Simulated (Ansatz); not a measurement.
ZnS (Wurtzite-2H) under changes of volume

One of the cells (19.603 Å³/atom); the others are scaled copies at fixed shape and fractional positions:

```
Zn S
1.0
     3.81100    0.00000    0.00000
    -1.90550    3.30042    0.00000
     0.00000    0.00000    6.23400
Zn S
2 2
Direct
  0.66667 0.33333 0.50000
  0.33333 0.66667 0.00000
  0.66667 0.33333 0.88500
  0.33333 0.66667 0.38500
```

- Program: Ansatz 0.2.0
- Functional: PBE
- Potentials or basis: all-electron LAPW, scalar-relativistic
- Cutoff: 288 eV (chosen from the basis error)
- Basis error allowed: 0.001 eV/atom
- k mesh: 8 × 8 × 5
- Occupations: fermi-dirac, width 0.05 eV
- Spin: no spin polarisation

| volume (Å³/atom) | energy over the lowest point (meV/atom) | pressure (GPa) | gap on the mesh (eV) | largest force (eV/Å) |
| --- | --- | --- | --- | --- |
| 18.427 | 40.83 | 7.9 | 2.54 | 0.400 |
| 18.819 | ? | ? | ? | ? |
| 19.211 | 11.97 | 4.0 | 2.35 | 0.344 |
| 19.603 | 4.23 | 2.3 | 2.25 | 0.319 |
| 19.995 | 0.38 | 0.8 | 2.16 | 0.296 |
| 20.387 | 0.00 | -0.5 | 2.07 | 0.274 |
| 20.779 | 2.76 | -1.7 | 1.98 | 0.254 |

Problem. What does the run at 18.819 Å³/atom give?

Solution. Energy over the lowest point 24.00 meV/atom; pressure 5.9 GPa; gap on the mesh 2.45 eV; largest force 0.371 eV/Å.

Worked out: A Birch-Murnaghan fit of order 3 (a polynomial in V^(-2/3)) to the other rows has its minimum at 20.23 Å³/atom with B0 = V·E''(V) = 69 GPa and B' = 4.4 at fixed shape and positions, which overstates the stiffness. It gives 24.00 meV/atom at 18.819 Å³/atom, against the run's 24.00, and -dE/dV = 5.9 GPa, against 5.9. A straight line through the other rows of the gap, of slope -4.67 eV per unit of ln V (its deformation potential), gives 2.44 eV, against the run's 2.45.

Energies are extrapolated to zero smearing.
